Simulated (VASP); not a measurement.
Input of a VASP 6.6.1 run:

File INCAR:

```
PREC     = Accurate       # precision mode
ENCUT    = 520            # plane-wave cutoff, eV
EDIFF    = 1E-7           # SCF threshold, eV
ISMEAR   = 0              # smearing method
SIGMA    = 0.02           # smearing width, eV
LREAL    = False          # projectors in reciprocal space
LASPH    = True           # aspherical terms in the spheres
NELM     = 80             # most SCF steps
ALGO     = Normal         # electronic algorithm
ISIF     = 2              # what is computed and relaxed
LWAVE    = False          # write WAVECAR
LCHARG   = False          # write CHGCAR
GGA      = CA             # functional
NBANDS   = 11             # bands
```

The input KPOINTS:

```
regular mesh
0
Gamma
  11 11 11
```

File POSCAR:

```
MgO
1.0
    0.0000000000      2.0970013927      2.0970013927
    2.0970013927      0.0000000000      2.0970013927
    2.0970013927      2.0970013927      0.0000000000
Mg O
1 1
Direct
    0.0000000000      0.0000000000      0.0000000000
    0.5000000000      0.5000000000      0.5000000000
```

Potentials or basis: VASP PAW LDA potentials, release 64 (Mg, O).

Command:

```sh
$ cat potpaw_LDA.64/Mg/POTCAR potpaw_LDA.64/O/POTCAR > POTCAR
$ mpirun -np 1 vasp_std > vasp.out
```

Task: Predict the pressure.

Result: -5.8 GPa.

Task: Estimate the band gap on the k mesh.

Result: 4.78 eV, direct.

**What was measured.**

From “Electronic structure of alkaline earth and post-transition metal oxides”, 2009, arxiv:0908.1581, for a bulk crystal of MgO: band gap 7.83 eV.

A measured gap of MgO is 7.83 eV (quoted in “Electronic structure of alkaline earth and post-transition metal oxides”, 2009, arxiv:0908.1581); the calculated 4.78 eV misses it by -3.05 eV. The value is that of LDA, without temperature or zero-point motion. Semilocal functionals fall short of measured gaps as a rule. The cell is a database's relaxed one, not the measured one, which moves gaps too.
